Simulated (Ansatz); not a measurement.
Runs of Ansatz 0.2.0 on Nb. It takes space group Fm-3m (No. 225, cubic). Conventional cell: a = 4.230 Å, b = 4.230 Å, c = 4.230 Å, α = 90.00°, β = 90.00°, γ = 90.00°. Nb (site symmetry m-3m) is surrounded by 12 Nb at 2.99 Å. This isn't the form of Nb at room conditions, which is bcc.

```csv
task,level,spin,cell,k mesh,points for each segment of the path,gap on the mesh (eV),pressure (GPa),relaxed volume (Å³/atom)
band structure,LDA,"SOC, no magnetisation",as given,8 × 8 × 8,14,none,-10.9,-
relaxation of cell and atoms,LDA,off,relaxed,11 × 11 × 11,-,none,0.0,17.69
band structure,PBEsol,off,as given,11 × 11 × 11,14,none,-7.4,-
relaxation of cell and atoms,PBEsol,off,relaxed,11 × 11 × 11,-,none,0.0,(b)
band structure,LDA,off,as given,11 × 11 × 11,14,none,(a),-
```

Alike in all rows: potentials or basis Ansatz PAW; cutoff (eV) 420; smearing fermi-dirac 0.05 eV.

Problem. Fill in the values left out.

Solution. (a) -11.0; (b) 18.08.

Caveats: the PAW data sets come from PBE, with cores solved anew for the run's functional, which leaves a small shift of forces and pressure; the plane-wave basis is chosen anew once the cell has moved, so the energies of steps on either side of that aren't comparable (some runs).

A k mesh can miss the band edges, and rows without SOC leave out spin-orbit coupling on Nb.

A gap of «none» marks a metal or a gap under the smearing width.

Runs at the PBE level aren't shown here.
